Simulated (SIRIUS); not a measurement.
Here is a SIRIUS 7.10.0 calculation.

The input sirius.json:

```json
{
  "control": {
    "processing_unit": "cpu",
    "verbosity": 2,
    "num_bands_to_print": 10,
    "print_forces": true,
    "print_stress": true
  },
  "parameters": {
    "electronic_structure_method": "pseudopotential",
    "xc_functionals": ["XC_GGA_X_PBE", "XC_GGA_C_PBE"],
    "gk_cutoff": 6.0,
    "pw_cutoff": 12.0,
    "ngridk": [11, 10, 6],
    "shiftk": [0, 0, 0],
    "smearing": "fermi_dirac",
    "smearing_width": 0.0018374661,
    "num_bands": 10,
    "num_mag_dims": 0,
    "num_dft_iter": 100,
    "energy_tol": 1e-08,
    "density_tol": 1e-06
  },
  "iterative_solver": {
    "type": "davidson",
    "min_tolerance": 1e-09,
    "tolerance_scale": [0.1, 0.25]
  },
  "mixer": {
    "type": "anderson",
    "beta": 0.7,
    "max_history": 8
  },
  "settings": {
    "tol_ne": 1e-10,
    "pseudo_grid_cutoff": 6.5
  },
  "unit_cell": {
    "lattice_vectors": [
      [0.0, 0.0, 1.0],
      [1.062516733453, 0.0, 0.0],
      [0.0, 1.840332970154, 0.0]
    ],
    "lattice_vectors_scale": 4.6607343234,
    "atom_coordinate_units": "lattice",
    "atom_types": ["Si"],
    "atom_files": {
      "Si": "Si.json"
    },
    "atoms": {
      "Si": [
        [0.849326, 0.014703, 0.902887],
        [0.145899, 0.474172, 0.58667]
      ]
    }
  }
}
```

Potentials or basis: PseudoDojo 0.4.1 PBE standard (scalar relativistic).

Run with:

```sh
$ upf_to_json Si.upf
$ OMP_NUM_THREADS=1 sirius.scf --input=sirius.json --output=out.json --task=0
```

**Question.** Estimate the band gap on the k mesh.

**Answer.** None (metal or under the smearing width).

**Question.** Estimate the largest force.

**Answer.** 7.610 eV/Å.

**Question.** What does it give for the pressure?

**Answer.** 41.7 GPa.

Forces in eV/Å, atoms in the order of the input:
```
Si  -1.413  7.179 -2.092
Si   1.413 -7.179  2.092
```
